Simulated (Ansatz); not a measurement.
BeS (rocksalt) was relaxed with 5 functionals in the plane-wave code Ansatz, cell and atoms free, the symmetry of the start kept (meshes: PBE 10×10×10, r2SCAN 8×8×8, PBEsol 8×8×8, LDA 8×8×8, HSE06 6×6×6). The calculation is spin-unpolarised, and the structure need not be a phase that has been made.

The HSE06 result:
```cif
data_structure
_symmetry_space_group_name_H-M 'P 1'
_symmetry_Int_Tables_number 1
_cell_length_a 3.2601
_cell_length_b 3.2601
_cell_length_c 3.2601
_cell_angle_alpha 60.000
_cell_angle_beta 60.000
_cell_angle_gamma 60.000
_cell_volume 24.50
loop_
_atom_site_label
_atom_site_type_symbol
_atom_site_fract_x
_atom_site_fract_y
_atom_site_fract_z
_atom_site_occupancy
Be1 Be 0.00000 0.00000 0.00000 1
S1 S 0.50000 0.50000 0.50000 1
```

Space group Fm-3m (No. 225), cubic; a = 4.610 Å in the conventional setting, 12.25 Å³ an atom. Be has 6 S at 2.31 Å; S has 6 Be at 2.31 Å.

(1) What lattice does r2SCAN give?

(2) How does the cell change with PBE?

(3) Held at the r2SCAN cell, what mean stress do LDA and PBE find, and does its sign point to their own minimum?

Answers

(1) a = 4.635 Å; the volume differs by +1.6 % from HSE06's. Be is surrounded by 6 S at 2.32 Å; S is surrounded by 6 Be at 2.32 Å.

(2) a = 4.629 Å; the volume differs by +1.2 % from HSE06's. Be is surrounded by 6 S at 2.31 Å; S is surrounded by 6 Be at 2.31 Å.

(3) Yes. LDA -5.54 GPa, and its relaxed volume is -5.0 % from r2SCAN's; PBE -0.36 GPa, and its relaxed volume is -0.3 % from r2SCAN's. Compression counts positive, so a positive stress asks for a larger cell.
